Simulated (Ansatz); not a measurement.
# TaN: the cost of one run

Computed with Ansatz 0.2.0 (DFT PBE, scalar-relativistic, unless a step's input says otherwise).

## (1) The structure to begin with

Symmetry: P6_3/mmc, No. 194, hexagonal system. Conventional cell: a = 3.048 Å, b = 3.048 Å, c = 4.918 Å, α = 90.00°, β = 90.00°, γ = 120.00°. Ta (site symmetry -3m) is surrounded by 6 N at 2.15 Å and 2 Ta at 2.46 Å. N (site symmetry -6m2) is surrounded by 6 Ta at 2.15 Å.

As a file:

```
CELL_PARAMETERS angstrom
3.04800 0.00000 0.00000
-1.52400 2.63965 0.00000
0.00000 0.00000 4.91800
ATOMIC_POSITIONS crystal
Ta 0.00000 0.00000 0.00000
Ta 0.00000 0.00000 0.50000
N 0.33333 0.66667 0.25000
N 0.66667 0.33333 0.75000
```

Atoms are numbered in the order of the input: Ta1, Ta2, N3, N4.

## (2) Volume × 0.96, LAPW

input.yaml

```yaml
crystal:
  lattice:
    - [3.0068077129, 0.0, 0.0]
    - [-1.5034038564, 2.6039718636, 0.0]
    - [0.0, 0.0, 4.8515323926]
  atoms:
    - { symbol: Ta, position: [0.0, 0.0, 0.0] }
    - { symbol: Ta, position: [0.0, 0.0, 0.5] }
    - { symbol: "N", position: [0.3333333333, 0.6666666667, 0.25] }
    - { symbol: "N", position: [0.6666666667, 0.3333333333, 0.75] }
kpoints:
  mp_grid: { grid: [9, 9, 5] }
  band_path:
    path:
      - [0.0, 0.0, 0.0]
      - [0.5, 0.0, 0.0]
      - [0.3333333333, 0.3333333333, 0.0]
      - [0.0, 0.0, 0.0]
      - [0.0, 0.0, 0.5]
      - [0.5, 0.0, 0.5]
      - [0.3333333333, 0.3333333333, 0.5]
      - [0.0, 0.0, 0.5]
      - [0.5, 0.0, 0.5]
    npoints: 5
scf:
  occupations: { method: fermi_dirac, width: 0.01 }
hamiltonian:
  xc: pbe
  pseudopotentials: { kind: all_electron, lapw: { basis_error: 0.0005 } }
output:
  forces: true
  stress: true
  eigenvalues: true
```

Started as:

```console
> ansatz run input.yaml --threads 1 --pin off --max-ram 4096MiB --backend cpu --events-out ev --progress --plain --runs-dir out
```

What time and memory should one allow on 1 thread of Arm Neoverse V1, shared host?

About 76 s, with a peak of 0.59 GiB.
